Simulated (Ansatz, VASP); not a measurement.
## Two plane-wave programs on KCl

File POSCAR:

```
KCl
1.0
    0.0000000000      3.1561000000      3.1561000000
    3.1561000000      0.0000000000      3.1561000000
    3.1561000000      3.1561000000      0.0000000000
K Cl
1 1
Direct
    0.0000000000      0.0000000000      0.0000000000
    0.5000000000      0.5000000000      0.5000000000
```

INCAR.step1

```
PREC = Accurate ; ENCUT = 520
ISMEAR = 0 ; SIGMA = 0.05
LREAL = F ; LASPH = T
NELM = 100 ; NBANDS = 15
GGA = PE ; ALGO = Normal
EDIFF = 1E-4 ; LWAVE = T
LCHARG = F
```

Contents of INCAR.step2:

```
PREC = Accurate ; ENCUT = 520
EDIFF = 1E-6 ; ISMEAR = 0
SIGMA = 0.05 ; LREAL = F
LASPH = T ; NELM = 100
ALGO = Normal ; ISIF = 2
LWAVE = F ; LCHARG = T
METAGGA = R2SCAN ; LMIXTAU = T
LELF = T ; LVHAR = T
NBANDS = 15 ; ISTART = 1
```

Contents of KPOINTS:

```
regular mesh
0
Gamma
  6 6 6
```

Input for Ansatz:

```yaml
crystal:
  lattice:
    - [0.0, 3.1561, 3.1561]
    - [3.1561, 0.0, 3.1561]
    - [3.1561, 3.1561, 0.0]
  atoms:
    - { symbol: K, position: [0.0, 0.0, 0.0] }
    - { symbol: Cl, position: [0.5, 0.5, 0.5] }
basis:
  ecutwfc: 500
kpoints:
  mp_grid: { grid: [6, 6, 6] }
hamiltonian:
  xc: r2scan
scf:
  occupations: { method: gaussian, width: 0.05 }
output:
  forces: true
  stress: true
  eigenvalues: true
```

Alike in both runs: task single point; functional r2SCAN; k mesh 6 × 6 × 6; occupations gaussian, width 0.05 eV; no spin polarisation.

|  | VASP | Ansatz |
| --- | --- | --- |
| version | VASP 6.6.1 | Ansatz 0.2.0 |
| potentials or method | VASP PAW PBE potentials, release 64 (K_sv, Cl) | scalar-relativistic, plane waves, PAW |
| plane-wave cutoff (eV) | 520 | 500 |
| valence electrons in the cell | 16 | 16 |

```csv
,VASP,Ansatz,Ansatz less VASP
gap on the k mesh at the Fermi level (eV),5.80,5.79,-0.004
least direct gap on the mesh (eV),5.80,5.79,-0.004
pressure (GPa),-0.2,-0.2,+0.03
```

Caveats: the PAW data sets were made with another functional, which shifts forces and pressure a little (VASP). r2SCAN opens gaps a little over a GGA but as a rule still falls short of measured ones.
